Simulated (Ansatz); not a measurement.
**W: equation of state with r2SCAN+rVV10**

Crystal: W.

```xyz
1
Lattice="-1.5823 1.5823 1.5823 1.5823 -1.5823 1.5823 1.5823 1.5823 -1.5823" Properties=species:S:1:pos:R:3 pbc="T T T"
W     0.0000    0.0000    0.0000
```

```yaml
Program: Ansatz 0.2.0
Task: equation of state
Functional: r2SCAN
Dispersion: rVV10
Potentials_or_basis: Ansatz PAW
Cutoff: 500 eV
Density_cutoff: 2500 eV
k_mesh: 12 × 12 × 12
Occupations: fermi-dirac, width 0.05 eV
Spin: no spin polarisation
```

The equilibrium volume is 15.81 Å³/atom. The bulk modulus is 325 GPa and the pressure derivative of the bulk modulus is 3.7.

Energy against volume, from the lowest point:
```
volume (Å³/atom)  energy (meV/atom)
          14.897              58.26
          15.214              23.96
          15.531               4.97
          15.848               0.00
          16.165               7.80
          16.482              27.21
          16.798              57.13
```

All runs of the series together: 12 s on 2 threads of Arm Neoverse V1 (shared host).

Caveat: the PAW data sets were made with another functional, which shifts forces and pressure a little. Spin-orbit coupling is left out, which matters for the levels of W.
